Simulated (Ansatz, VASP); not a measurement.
## Pd in VASP and in Ansatz

The input POSCAR:

```
Pd
1.0
    0.0000000000      1.9465000000      1.9465000000
    1.9465000000      0.0000000000      1.9465000000
    1.9465000000      1.9465000000      0.0000000000
Pd
1
Direct
    0.0000000000      0.0000000000      0.0000000000
```

INCAR.step1

```
SYSTEM = Pd
PREC = Accurate ; ENCUT = 520
ISMEAR = -1 ; SIGMA = 0.05
LREAL = .FALSE. ; LASPH = .TRUE.
NELM = 100 ; NBANDS = 11
GGA = PE ; ALGO = Normal
EDIFF = 1E-4 ; LWAVE = .TRUE.
LCHARG = .FALSE.
```

Contents of INCAR.step2:

```
SYSTEM = Pd
PREC = Accurate ; ENCUT = 520
EDIFF = 1E-7 ; ISMEAR = -1
SIGMA = 0.05 ; LREAL = .FALSE.
LASPH = .TRUE. ; NELM = 100
ALGO = Normal ; ISIF = 2
LWAVE = .FALSE. ; LCHARG = .TRUE.
METAGGA = R2SCAN ; LMIXTAU = .TRUE.
LUSE_VDW = .TRUE. ; IVDW_NL = 2
BPARAM = 11.95 ; CPARAM = 0.0093
LELF = .TRUE. ; LVHAR = .TRUE.
NBANDS = 11 ; ISTART = 1
```

File KPOINTS:

```
Automatic mesh
0
G
  12 12 12
  0 0 0
```

Contents of input.yaml:

```yaml
crystal:
  lattice:
    - [0.0, 1.9465, 1.9465]
    - [1.9465, 0.0, 1.9465]
    - [1.9465, 1.9465, 0.0]
  atoms:
    - { symbol: Pd, position: [0.0, 0.0, 0.0] }
hamiltonian:
  xc: r2scan
  pseudopotentials: { kind: paw }
  dispersion: rvv10
kpoints:
  mp_grid: { grid: [12, 12, 12] }
scf:
  occupations: { method: fermi_dirac, width: 0.05 }
output:
  forces: true
  stress: true
  eigenvalues: true
```

Alike in both runs: task single point; functional r2SCAN; dispersion rVV10; k mesh 12 × 12 × 12; occupations fermi-dirac, width 0.05 eV; no spin polarisation.

```csv
,VASP,Ansatz
version,VASP 6.6.1,Ansatz 0.2.0
potentials or method,"VASP PAW PBE potentials, release 64 (Pd)",Ansatz PAW
plane-wave cutoff (eV),520,500
valence electrons in the cell,10,18
```

Ansatz gave:

```
gap on the k mesh at the Fermi level (eV) : none
pressure (GPa)                            : -0.7
```

Problem. Estimate VASP's values.

Solution. gap on the k mesh at the Fermi level (eV): none; pressure (GPa): 0.6.

A gap of «none» marks a metal or a gap that the smearing closes. The two sets of potentials don't hold the same shells in valence.

Caveats: the PAW data sets were made with another functional, which shifts forces and pressure a little (VASP); the PAW data sets come from PBE, with cores solved anew for the run's functional, which leaves a small shift of forces and pressure (Ansatz).
